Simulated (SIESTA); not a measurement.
Predicting one run from its neighbours: the energy against the mesh, a (111) slab of SrF2 (cut from a parent of space group no. 225; 9 atoms in the cell)

```yaml
crystal:
  lattice:
    - [4.08071, 0.00000, 0.00000]
    - [2.04036, 3.53400, 0.00000]
    - [0.00000, 0.00000, 22.32971]
  atoms:
    - { symbol: F, position: [0.66667, 0.66667, 0.31348] }
    - { symbol: F, position: [0.33333, 0.33333, 0.38809] }
    - { symbol: F, position: [0.00000, 0.00000, 0.46270] }
    - { symbol: F, position: [0.66667, 0.66667, 0.53730] }
    - { symbol: F, position: [0.33333, 0.33333, 0.61191] }
    - { symbol: F, position: [0.00000, 0.00000, 0.68652] }
    - { symbol: Sr, position: [0.00000, 0.00000, 0.35079] }
    - { symbol: Sr, position: [0.33333, 0.33333, 0.50000] }
    - { symbol: Sr, position: [0.66667, 0.66667, 0.64921] }
```

Computed with SIESTA with GGA PBE, numerical atomic orbitals DZP, PseudoDojo PBE standard norm-conserving potentials (rewritten from UPF to PSML).

Base settings: XC.functional = GGA; XC.authors = PBE; potentials = PseudoDojo PBE standard; PAO.BasisSize = DZP; PAO.EnergyShift = 0.01 Ry; MeshCutoff = 400 Ry; kgrid.MonkhorstPack = 3 3 1; OccupationFunction = FD; ElectronicTemperature = 0.02 eV; MaxSCFIterations = 150.

The last step of the ladder, which sets the zero, is kgrid.MonkhorstPack = 17 17 1.

The starting cell has typed, rounded lattice constants, without a prior relaxation at this level. The slab is cut from that crystal, and its faces are unrelaxed. Its lattice was rescaled by up to half a per cent. Spin polarisation is off, though cut faces can carry moments; a gap of a slab can lie between surface states. Values carry the incompleteness of an atom-centred basis.

In a gapped crystal the sum over the mesh converges exponentially with the size of the supercell that the mesh stands for: ln(ΔF) = a + b·N.

```
kgrid.MonkhorstPack  divisions along the first axis  F less the last step's (meV/atom)  ln of it
-------------------  ------------------------------  ---------------------------------  --------
2 2 1                                             2                              34.72     3.547
3 3 1                                             3                               9.50     2.251
4 4 1                                             4                               3.19     1.160
5 5 1                                             5                                  ?         ?
6 6 1                                             6                               0.39    -0.942
```

Q: Fit the line to the 4 rows given and predict the withheld one.

A: Means: x̄ = 3.7500, ȳ = 1.5040. Σ(x − x̄)(y − ȳ) = -9.725 and Σ(x − x̄)² = 8.750, so b = -1.111 and a = ȳ − b·x̄ = 5.6702; each further division cuts the miss by a factor of 3.0. The largest residual of the fitted rows is 0.099. At x = 5 the line gives 0.115, that is 1.12 meV/atom. The run gave 1.07 meV/atom, a miss of 0.05 meV/atom (5 %). The table is a window of a longer ladder. The rows were chosen because the form fits them, the withheld one included, so this shows the method and is no test of the form.

Left out of this page: 6 runs of the series outside the window shown, repeating another row's setting, or not comparable.
